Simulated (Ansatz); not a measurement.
## Al: band structure with PBEsol

Crystal: Al.

```xyz
1
Lattice="0.0000 2.0248 2.0248 2.0248 0.0000 2.0248 2.0248 2.0248 0.0000" Properties=species:S:1:pos:R:3 pbc="T T T"
Al    0.0000    0.0000    0.0000
```

| Quantity | Value |
| --- | --- |
| Program | Ansatz 0.2.0 |
| Task | band structure |
| Functional | PBEsol |
| Potentials or basis | Ansatz PAW |
| Cutoff | 420 eV (not typed: the program's choice for these potentials) |
| k mesh | 11 × 11 × 11 |
| Occupations | fermi-dirac, width 0.05 eV |
| Spin | no spin polarisation |
| Path | [["G", "X", "W", "K", "G", "L", "U", "W", "L", "K"], ["U", "X"]] |
| Points for each segment of the path | 14 |

The pressure is -1.9 GPa and the band gap on the k mesh is none (metal or under the smearing width).

Levels at the corners of the path, in eV from the Fermi level:
| point | band 1 | band 2 | band 3 | band 4 | band 5 | band 6 |
| --- | --- | --- | --- | --- | --- | --- |
| Γ | -11.09 | 12.47 | 12.47 | 12.47 | 13.99 | 13.99 |
| X | -2.91 | -1.62 | 5.22 | 5.55 | 5.55 | 8.97 |
| W | -0.84 | -0.84 | 0.16 | 1.06 | 15.67 | 15.67 |
| K | -1.88 | -1.36 | -0.42 | 6.51 | 8.13 | 15.53 |
| Γ | -11.09 | 12.47 | 12.47 | 12.47 | 13.99 | 13.99 |
| L | -4.57 | -4.38 | 11.31 | 11.31 | 11.33 | 11.33 |
| U | -1.88 | -1.36 | -0.42 | 6.51 | 8.13 | 15.53 |
| W | -0.84 | -0.84 | 0.16 | 1.06 | 15.67 | 15.67 |
| L | -4.57 | -4.38 | 11.31 | 11.31 | 11.33 | 11.33 |
| K | -1.88 | -1.36 | -0.42 | 6.51 | 8.13 | 15.53 |
| U | -1.88 | -1.36 | -0.42 | 6.51 | 8.13 | 15.53 |
| X | -2.91 | -1.62 | 5.22 | 5.55 | 5.55 | 8.97 |

Wall time 0.5 s on 2 threads of Arm Neoverse V2, on a shared host, peak memory 0.24 GiB.

Caveat: the PAW data sets come from PBE, with cores solved anew for the run's functional, which leaves a small shift of forces and pressure.
